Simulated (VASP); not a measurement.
Wanted: the native input for a VASP 6.6.1 run.

```yaml
Task: single point
Functional: PBE
Dispersion: D3(BJ)
Potentials_or_basis: VASP PAW PBE potentials, release 64 (Tl_d, Cl)
Cutoff: 520 eV
k_mesh: 8 × 8 × 8
Occupations: gaussian, width 0.05 eV
Spin: no spin polarisation
Dipole_correction: no
Further_INCAR_settings: ALGO = Fast; EDIFF = 1e-06; NBANDS = 17
```

The structure of TlCl lies in POSCAR:

```
TlCl
1.0
    3.9176797104      0.0000000000      0.0000000000
    0.0000000000      3.9176797104      0.0000000000
    0.0000000000      0.0000000000      3.9176797104
Tl Cl
1 1
Direct
    0.0000000000      0.0000000000      0.0000000000
    0.5000000000      0.5000000000      0.5000000000
```

The input as run:

INCAR

```
SYSTEM = TlCl
PREC = Accurate
ENCUT = 520
EDIFF = 1E-6
ISMEAR = 0
SIGMA = 0.05
LREAL = .FALSE.
LASPH = .TRUE.
NELM = 60
ALGO = Fast
ISIF = 2
LWAVE = .FALSE.
LCHARG = .FALSE.
GGA = PE
IVDW = 12
NBANDS = 17
```

KPOINTS

```
Automatic mesh
0
G
  8 8 8
  0 0 0
```

Potentials or basis: VASP PAW PBE potentials, release 64 (Tl_d, Cl).

The run is started by

```bash
$ cat potpaw_PBE.64/Tl_d/POTCAR potpaw_PBE.64/Cl/POTCAR > POTCAR
$ mpirun -np 1 vasp_std > vasp.out
```

It gave:

* Pressure: -0.1 GPa
* Band gap on the k mesh: 2.23 eV, direct
* Dispersion energy per atom: -0.268 eV

Caveat: spin-orbit coupling is left out, which as a rule narrows the gap of such compounds by several tenths of an eV.

Wall time 19 s on 1 thread of Intel(R) Xeon(R) 6975P-C (Granite Rapids), with other jobs on the host, peak memory 0.19 GiB.
